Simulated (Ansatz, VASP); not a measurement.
## Au: VASP beside Ansatz

```
Au
1.0
     0.00000    2.06291    2.06291
     2.06291    0.00000    2.06291
     2.06291    2.06291    0.00000
Au
1
Direct
  0.00000 0.00000 0.00000
```

Alike in both runs: task relaxation of cell and atoms; functional PBE; k mesh 14 × 14 × 14; occupations fermi-dirac, width 0.0559 eV; no spin polarisation.

|  | VASP | Ansatz |
| --- | --- | --- |
| version | VASP 6.6.1 | Ansatz 0.2.0 |
| potentials or method | VASP PAW PBE potentials, release 64 (Au) | PAW plane waves |
| plane-wave cutoff (eV) | 600 | 420 |
| valence electrons in the cell | 11 | 19 |

```tsv
	VASP	Ansatz	Ansatz less VASP
relaxed volume (Å³/atom)	17.94	17.96	+0.022
relaxed cell length with the largest relative difference (Å)	2.939	2.940	+0.0012
energy change over the relaxation (meV/atom)	-4	-4	-0.4
```

The two sets of potentials don't hold the same shells in valence.

The runs have no spin-orbit coupling, so splittings on Au are missing.
